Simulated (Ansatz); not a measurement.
Runs of Ansatz 0.2.0 on Si. It takes space group Pm-3m (No. 221, cubic). The conventional cell has a = 2.532 Å, b = 2.532 Å, c = 2.532 Å, α = 90.00°, β = 90.00°, γ = 90.00°. Si (site symmetry m-3m) is surrounded by 6 Si at 2.53 Å. The cell was built by a generator and needn't be a form met in nature.

```tsv
task	level	cell	k mesh	cutoff (eV)	screening (1/Å)	share of exact exchange	points for each segment of the path	mesh quality	gap on the mesh (eV)	relaxed volume (Å³/atom)
relaxation of cell and atoms	PBE0	relaxed	5 × 5 × 5	420	-	-	-	coarse	none	16.42
single point	HSE06 form with a typed share of exact exchange	as given	5 × 5 × 5	420	0.6	0.25	-	coarse	none	-
relaxation of cell and atoms	B3LYP	relaxed	5 × 5 × 5	420	-	-	-	coarse	none	17.42
relaxation of cell and atoms	HF	relaxed	5 × 5 × 5	420	-	-	-	coarse	none	17.85
single point	r2SCANh	as given	5 × 5 × 5	500	-	-	-	coarse	none	-
single point	HSE06 form with a typed share of exact exchange	as given	5 × 5 × 5	420	0.1	0.25	-	coarse	none	-
relaxation of cell and atoms	HSE06	relaxed	5 × 5 × 5	420	-	-	-	coarse	none	(a)
band structure	HSE06	as given	5 × 5 × 5	420	-	-	4	coarse	none	-
single point	PBE0	as given	5 × 5 × 5	420	-	-	-	coarse	none	-
single point	r2SCAN0	as given	5 × 5 × 5	500	-	-	-	coarse	none	-
single point	PBE	as given	10 × 10 × 10	420	-	-	-	not flagged	none	-
single point	HSE06 form with a typed share of exact exchange	as given	5 × 5 × 5	420	0.4	0.25	-	coarse	none	-
```

Alike in all rows: potentials or basis Ansatz PAW; no spin polarisation; smearing fermi-dirac 0.05 eV.

Question: Fill in the values left out.

Answer: (a) 16.47.

Caveats: some runs use coarse meshes; the PAW data sets come from PBE, with cores solved anew for the run's functional, which leaves a small shift of forces and pressure (some runs); the plane-wave basis is chosen anew once the cell has moved, so the energies of steps on either side of that aren't comparable (some runs); the potentials were made for another functional, which shifts forces and pressure (some runs).

A k mesh can miss the band edges.

A gap of «none» marks a metal or a gap under the smearing width.

Not every run made on this cell is shown here.
